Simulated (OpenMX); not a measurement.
Sn:

```
CELL_PARAMETERS angstrom
-1.89465 1.89465 1.89465
1.89465 -1.89465 1.89465
1.89465 1.89465 -1.89465
ATOMIC_POSITIONS crystal
Sn 0.00000 0.00000 0.00000
```

This isn't the form of Sn at room conditions, which is tetragonal (white tin).

| Item | Value |
| --- | --- |
| Program | OpenMX 3.8.5 |
| Task | single point |
| Functional | PBE |
| Potentials or basis | OpenMX 2013 PBE set, Sn7.0-s3p2d2, grid cutoff 500 Ry |
| k mesh | 11 × 11 × 11 |
| Occupations | fermi-dirac, width 0.05 eV |
| Spin | no spin polarisation |

On this cell: pressure -7.1 GPa; band gap on the k mesh none (metal or under the smearing width).

The same run follows on a disturbed copy (cell strained at random at fixed volume):

```xyz
1
Lattice="-1.8779 1.8984 1.9102 1.8946 -1.8698 1.8983 1.8874 1.8793 -1.8817" Properties=species:S:1:pos:R:3 pbc="T T T"
Sn   -0.0122    0.0003    0.0364
```

Task: What changes?

Result: The energy (extrapolated to zero smearing) moves by +0.1 meV/atom; pressure -7.0 GPa; band gap on the k mesh none (metal or under the smearing width).

Caveats: the basis of atomic orbitals isn't converged, which shifts pressures, moduli and gaps.
